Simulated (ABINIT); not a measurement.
## Quick settings and what they miss: BeO (P6_3mc, 8 atoms in the cell)

Self-consistent single point.

```
CELL_PARAMETERS angstrom
      2.73225     0.00000     0.00000
     -1.36613     2.36620     0.00000
      0.00000     0.00000     8.94470
ATOMIC_POSITIONS crystal
  Be 0.00000 0.00000 0.00000
  Be 0.00000 0.00000 0.50000
  Be 0.66667 0.33333 0.75018
  Be 0.33333 0.66667 0.25018
  O  0.00000 0.00000 0.81216
  O  0.00000 0.00000 0.31216
  O  0.66667 0.33333 0.56329
  O  0.33333 0.66667 0.06329
```

Method: PBEsol, PAW (JTH v2.0 PBE PAW, files made for PBE) (plane waves; ABINIT).

Base settings: pseudos = [Be.GGA_PBE-JTH.xml, O.GGA_PBE-JTH.xml]; ecut = 24 Ha; pawecutdg = 48 Ha; pawxcdev = 0; ixc = -116133; occopt = 7; tsmear = 0.00367493 Ha; ngkpt = 9 9 3; nshiftk = 1; shiftk = 0 0 0; potentials = JTH v2.0 PBE PAW; nband = 27.

Tight run (finer mesh or higher cutoff; not a proven limit): ecut: 24 Ha → 33 Ha; pawecutdg: 48 Ha → 66 Ha; ngkpt: 9 9 3 → 13 13 5; toldfe: 1e-09 Ha → 3.7e-11 Ha. It gave top of the valence band (on the code's own zero) 3.52 eV; gap on the k-point mesh 6.94 eV; pressure -11.03 GPa; largest force (vector length) 0.208 eV/Å.

Quick runs, as changes from the base:
- A: the base itself
- B: ecut: 24 Ha → 12 Ha; pawecutdg: 48 Ha → 24 Ha; ngkpt: 9 9 3 → 2 2 2; shiftk: 0 0 0 → 0.5 0.5 0.5
- C: ecut: 24 Ha → 14 Ha; pawecutdg: 48 Ha → 28 Ha; tsmear: 0.00367493 Ha → 0.00499791 Ha; ngkpt: 9 9 3 → 6 6 6
- D: pseudos: [Be.GGA_PBE-JTH.xml, O.GGA_PBE-JTH.xml] → [Be.LDA_PW-JTH.xml, O.LDA_PW-JTH.xml]; ecut: 24 Ha → 14 Ha; pawecutdg: 48 Ha → 28 Ha; ixc: -116133 → 7; ngkpt: 9 9 3 → 3 3 3; toldfe: 1e-09 Ha → 3.7e-06 Ha; potentials: JTH v2.0 PBE PAW → JTH v2.0 LDA PAW [LDA (PW92)]

Dashes: gap of B, left out as unsure on this mesh or at this smearing; time of B, D, under 30 s.

Gaps are read on each run's own mesh, which may miss the band edges.

† marks runs with another functional, U, potentials or spin treatment: their distance from the tight run is not a convergence error alone.

The count of work is k-points × plane waves × bands × iterations; it is no time. Core times come from one kind of shared machine and are given to one figure; runs under 30 s give none.

The starting cell was generated: these elements placed on a structure prototype, without a prior relaxation; it need not be a known phase or ordering of this composition. Its lattice was rescaled by a random factor within 2.5 % of one. The potentials were made for another functional than the one used. In the base run, with a pressure of about -11 GPa the cell is away from its equilibrium volume at this level.

```csv
run,pressure less tight (GPa),largest miss in a force vector (eV/Å),gap on the mesh less tight (eV),count of work / tight,core time / tight (rough)
A,-0.18,0.005,-0.005,0.12,0.2
B,-95.37,0.129,–,0.0032,–
C,-36.06,0.010,-0.016,0.052,0.09
D†,-42.09,0.095,0.049,0.0088,–
```
